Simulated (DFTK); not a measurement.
The system is Ge.

```xyz
2
Lattice="0.0000 2.8289 2.8289 2.8289 0.0000 2.8289 2.8289 2.8289 0.0000" Properties=species:S:1:pos:R:3 pbc="T T T"
Ge    4.2434    4.2434    4.2434
Ge    2.8289    2.8289    2.8289
```

Base run:

```yaml
Program: DFTK 0.8.2
Functional: TASK
Potentials_or_basis: in-house norm-conserving set (r2SCAN, scalar relativistic)
Cutoff: 1225 eV
k_mesh: 5 × 5 × 5
Occupations: fermi-dirac, width 0.05 eV
Spin: no spin polarisation
```

Its results: band gap on the k mesh 0.71 eV, direct; pressure 5.5 GPa.

Question: The run is repeated on the same cell with these changes: functional from TASK to r2SCAN. What comes out?

Answer: Band gap on the k mesh 0.46 eV, direct; pressure 0.6 GPa.

Caveats: the potentials were made for another functional, which shifts forces and pressure (some runs).

Not every run made on this cell is shown here.
